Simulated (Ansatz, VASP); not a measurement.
# Zr in VASP and in Ansatz

```xyz
3
Lattice="5.0423 0.0000 0.0000 -2.5211 4.3668 0.0000 0.0000 0.0000 3.1491" Properties=species:S:1:pos:R:3 pbc="T T T"
Zr    0.0000    0.0000    0.0000
Zr    0.0000    2.9112    1.5745
Zr    2.5211    1.4556    1.5745
```

Alike in both runs: functional PBE; k mesh 12 × 12 × 14; occupations gaussian, width 0.1 eV; no spin polarisation.

Ansatz relaxed the structure, and its values are those at the end. VASP's run is a single point on that final structure, the one shown.

|  | VASP | Ansatz |
| --- | --- | --- |
| version | VASP 6.6.1 | Ansatz 0.2.0 |
| potentials or method | VASP PAW PBE potentials, release 64 (Zr_sv) | scalar-relativistic, plane waves, PAW |
| plane-wave cutoff (eV) | 520 | 420 |
| valence electrons in the cell | 36 | 36 |

```tsv
	VASP	Ansatz	Ansatz less VASP
gap on the k mesh at the Fermi level (eV)	none	none	-
pressure (GPa)	0.0	0.0	-0.02
```

A gap of «none» marks a metal or a gap that the smearing closes. The functional is the same, so the differences come from potentials, cutoffs and numerics.
